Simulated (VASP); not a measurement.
Input of a VASP 6.6.1 run:

The input INCAR:

```
  ALGO = Fast
  EDIFF = 1E-6
  ENCUT = 520
  GGA = CA
  ISIF = 2
  ISMEAR = -1
  LASPH = True
  LCHARG = False
  LREAL = False
  LWAVE = False
  NBANDS = 56
  NELM = 60
  PREC = Accurate
  SIGMA = 0.05
```

The input KPOINTS:

```
k-points
0
Gamma
  1 1 1
```

Contents of POSCAR:

```
HF
1.0
    6.9795320000      0.0000000000      0.0000000000
    0.0000000000      6.9795320000      0.0000000000
    0.0000000000      0.0000000000      6.9795320000
F H
10 10
Direct
    0.8272187877      0.3174568152      0.3888369593
    0.6206146773      0.9955681842      0.4408605047
   -0.1508983697      0.6993305568      0.4030356190
    0.0379968170      0.2650464243     -0.0641733572
    1.0482221444      0.0634139939      0.4301864366
    0.8228631948      0.5233015623      0.0161042316
    0.6716926006      0.8279924786      0.8420048794
    0.9561386064      0.9844786155      0.7526579146
    0.5045610508      0.2970256458      0.5488190326
    0.4329086821      1.0264155247      0.7465973363
    0.6184941913      0.2749181464      0.4601884482
    0.7103484875      0.8991433810      0.3984937672
   -0.1920902433      0.5763423679      0.3573592040
    0.0076222876      0.1422015115     -0.1246788467
    0.9284003569      0.2088678725      0.3833781405
    0.9142733352      0.4312610072     -0.0387705078
    0.8085499142      0.8796864890      0.7812558206
    1.0093799985      1.0161856124      0.5632469340
    0.4784848039      0.1357397602      0.6477081844
    0.5656682998      0.9336442615      0.7909985942
```

Potentials or basis: VASP PAW LDA potentials, release 64 (F, H).

Run with:

```sh
$ cat potpaw_LDA.64/F/POTCAR potpaw_LDA.64/H/POTCAR > POTCAR
$ mpirun -np 1 vasp_gam > vasp.out
```

Problem. Estimate the pressure.

Solution. -1.4 GPa.

Problem. Estimate the largest force.

Solution. 1.069 eV/Å.

Problem. What does it give for the band gap on the k mesh?

Solution. 6.29 eV, direct.

Forces on the atoms (eV/Å):
```
F   -0.396 -0.004 -0.134
F    0.428 -0.325 -0.258
F   -0.341  0.505  0.051
F    0.384  0.281  0.245
F   -0.307  0.098 -0.013
F    0.181  0.010 -0.113
F    0.843  0.155 -0.521
F   -0.532 -0.552 -0.481
F    0.634 -0.476 -0.311
F    0.230  0.910 -0.512
H   -0.139  0.198  0.567
H    0.089 -0.517  0.030
H    0.311 -0.274 -0.206
H   -0.253 -0.386 -0.460
H   -0.132  0.095  0.397
H   -0.353  0.017  0.434
H    0.343  0.399  0.617
H    0.078  0.115  0.287
H   -0.528  0.046  0.277
H   -0.540 -0.295  0.103
```

Expect the measured gap to be larger: semilocal functionals such as LDA lack the derivative discontinuity.
